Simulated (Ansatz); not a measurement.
A run of Ansatz 0.2.0 is set up as follows.

File input.yaml:

```yaml
crystal:
  lattice:
    - [0.0, 1.8075, 1.8075]
    - [1.8075, 0.0, 1.8075]
    - [1.8075, 1.8075, 0.0]
  atoms:
    - { symbol: Cu, position: [0.0, 0.0, 0.0] }
hamiltonian:
  xc: r2scan
  pseudopotentials: { kind: paw }
  dispersion: rvv10
kpoints:
  mp_grid: { grid: [13, 13, 13] }
scf:
  occupations: { method: fermi_dirac, width: 0.05 }
output:
  forces: true
  stress: true
  eigenvalues: true
  write_density: true
  write_potential: true
  elf: true
  volumetric_format: npy
relax:
  f_tol: 0.01
  max_steps: 40
  cell: { stress_tol: 0.05 }
```

Potentials or basis: Ansatz PAW.

Command:

```console
$ ansatz run input.yaml --threads 2 --pin off --max-ram 5632MiB --backend cpu --events-out ev --progress --plain --runs-dir out
```

(1) Estimate the relaxed volume.

(2) Estimate the relaxed cell.

(3) Predict the space group after relaxing (to 0.05 Å).

Results:

(1) 11.29 Å³/atom.

(2) a = 2.518 Å, b = 2.518 Å, c = 2.518 Å, α = 60.00°, β = 60.00°, γ = 60.00°.

(3) Fm-3m (No. 225).

Caveat: the PAW data sets come from PBE, with cores solved anew for the run's functional, which leaves a small shift of forces and pressure.
